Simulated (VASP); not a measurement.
Set up this calculation in VASP 6.6.1, as the native input.

```
Task                   : relaxation of shape and atoms at fixed volume
Functional             : r2SCAN
Potentials or basis    : VASP PAW PBE potentials, release 64 (Ba_sv, Ti_sv, O)
Cutoff                 : 600 eV
k mesh                 : 9 × 9 × 7
Occupations            : gaussian, width 0.03 eV
Spin                   : no spin polarisation
Further INCAR settings : ALGO = Normal; EDIFF = 1e-07; IBRION = 2; EDIFFG = -0.01; NSW = 40; ISIF = 4
```

The structure of BaTiO3 lies in POSCAR:

```
BaTiO3                                  
1.0
    2.8672879032      1.6554294427      2.3521112404
   -2.8672879032      1.6554294427      2.3521112404
    0.0000000000     -3.3108588855      2.3521112404
  Ba              Ti              O             
     1     1     3
Direct
     0.9975455690696762    0.9975455690696762    0.9975455690696762
     0.4843201647741750    0.4843201647741750    0.4843201647741750
     0.5092703481832136    0.5092703481832136    0.0187935697897123
     0.0187935697897123    0.5092703481832136    0.5092703481832136
     0.5092703481832136    0.0187935697897123    0.5092703481832136
```

The cell isn't the ideal one: a relaxed cell with its volume scaled by 1.02.

These files were run (other wordings do the same):

INCAR

```
SYSTEM = BaTiO3
ALGO     = Normal         ! electronic algorithm
EDIFF    = 1E-7           ! SCF threshold, eV
EDIFFG   = -0.01          ! ionic threshold
ENCUT    = 600            ! plane-wave cutoff, eV
IBRION   = 2              ! ionic algorithm
ISIF     = 4              ! what is computed and relaxed
ISMEAR   = 0              ! smearing method
KPAR     = 2            
LASPH    = .TRUE.         ! aspherical terms in the spheres
LCHARG   = .FALSE.        ! write CHGCAR
LMIXTAU  = .TRUE.       
LREAL    = .FALSE.        ! projectors in reciprocal space
LWAVE    = .FALSE.        ! write WAVECAR
METAGGA  = R2SCAN         ! meta-GGA
NELM     = 80             ! most SCF steps
NSW      = 40             ! ionic steps
PREC     = Accurate       ! precision mode
SIGMA    = 0.03           ! smearing width, eV
```

KPOINTS

```
k-points
0
G
  9 9 7
  0 0 0
```

Potentials or basis: VASP PAW PBE potentials, release 64 (Ba_sv, Ti_sv, O).

The run is started by

```bash
$ cat potpaw_PBE.64/Ba_sv/POTCAR potpaw_PBE.64/Ti_sv/POTCAR potpaw_PBE.64/O/POTCAR > POTCAR
$ mpirun -np 2 vasp_std > vasp.out
```

It gave:

| Quantity | Value |
| --- | --- |
| Energy gained by relaxing | 0.9 meV/atom |
| Ionic steps | 7 |
| Pressure after relaxing | -2.1 GPa |
| Largest force after relaxing | 0.009 eV/Å |
| Band gap on the k mesh | 2.93 eV, indirect (least direct gap 3.37 eV) |

Caveat: the PAW data sets were made with another functional, which shifts forces and pressure a little; spin-orbit coupling is left out, which moves the levels of the heavy elements; an odd mesh through Γ misses points on the zone boundary, where band edges often lie.

It took 11 min on 2 MPI ranks on Intel(R) Xeon(R) 6975P-C (Granite Rapids), with other jobs on the host, peak memory 0.44 GiB a rank.
